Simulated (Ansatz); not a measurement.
Reaction (formal exchange of groups at a Ge–C bond): `CC#[C][GeH2][OH]` + `CCCS` → `[OH][GeH2][SH]` + `CC#CCCC`

Calculated with Ansatz (gas phase, PBE0-D4/def2-TZVP geometries, no zero-point term in ΔE). CCSD(T)/CBS adds triple-zeta CCSD(T) − MP2 to the extrapolated MP2 energy (def2 sets, frozen cores). DFT in def2-TZVPP. B3LYP here is the variant with VWN-RPA as its local correlation; programs differ in this. For Ge outer-core shells are correlated without core-valence functions, which leaves a few kJ/mol of doubt a bond. Scalar relativity is left out up to krypton. Each species was taken in one conformer, which may not be the lowest.

Question: Is it downhill or uphill in electronic energy at CCSD(T)/CBS, and by how much? (An estimate is asked.)

Answer: The calculation gave: Downhill: ΔE = -0.60 eV.

Question: What do these levels give: PBE-D4, r2SCAN-D4, PBE0-D4, ωB97X-V, r2SCAN, PBE0, B3LYP, SCS-MP2/def2-TZVPP, SCS-MP2/def2-QZVPP, HF/CBS(def2), MP2/CBS(def2), CCSD/CBS(def2)? (An estimate is asked.)

Answer: Computed: PBE-D4 -0.70, r2SCAN-D4 -0.68, PBE0-D4 -0.70, ωB97X-V -0.64, r2SCAN -0.68, PBE0 -0.71, B3LYP -0.68, SCS-MP2/def2-TZVPP -0.57, SCS-MP2/def2-QZVPP -0.58, HF/CBS(def2) -0.65, MP2/CBS(def2) -0.62, CCSD/CBS(def2) -0.62 eV.

Largest T1 diagnostic among the species: 0.012.

In def2-TZVPP, CCSD(T) changes the Hartree–Fock value by +0.07 eV (the triples alone add +0.01 eV) and MP2 by +0.05 eV.
